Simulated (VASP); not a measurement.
Crystal: Ge.

```
CELL_PARAMETERS angstrom
0.00000 2.82891 2.82891
2.82891 0.00000 2.82891
2.82891 2.82891 0.00000
ATOMIC_POSITIONS crystal
Ge 0.75000 0.75000 0.75000
Ge 0.50000 0.50000 0.50000
```

```yaml
Program: VASP 6.6.1
Task: relaxation of cell and atoms
Functional: PBE
Dispersion: TS
Potentials_or_basis: VASP PAW PBE potentials, release 64 (Ge_d)
Cutoff: 600 eV
k_mesh: 8 × 8 × 8
Occupations: fermi-dirac, width 0.05 eV
Spin: no spin polarisation
```

At the start: pressure 2.5 GPa; volume 22.64 Å³/atom.

Task: Where does the relaxation end?

Result: Over 3 steps the energy falls by 6.5 meV/atom and the volume is 23.49 Å³/atom (+3.7 %); space group Fd-3m (No. 227, to 0.05 Å).

Step by step:
| step | energy change (eV) | largest force (eV/Å) | pressure (GPa) | volume (Å³) |
| --- | --- | --- | --- | --- |
| 1 | 0.0000 | 0.0000 | 2.46 | 45.28 |
| 2 | -0.0113 | 0.0000 | -0.86 | 47.59 |
| 3 | -0.0129 | 0.0000 | -0.03 | 46.98 |

Final structure:
```yaml
crystal:
  lattice:
    - [0.00000, 2.86383, 2.86383]
    - [2.86383, 0.00000, 2.86383]
    - [2.86383, 2.86383, 0.00000]
  atoms:
    - { symbol: Ge, position: [0.75000, 0.75000, 0.75000] }
    - { symbol: Ge, position: [0.50000, 0.50000, 0.50000] }
```

The cell as given is a measured one (22.64 Å³/atom); PBE+TS puts the equilibrium volume +3.7 % from it, thermal expansion not counted.

Caveat: atom-pairwise D2, TS and ULG terms overbind metals; pairwise dispersion overbinds metals, which lowers pressure and volume.
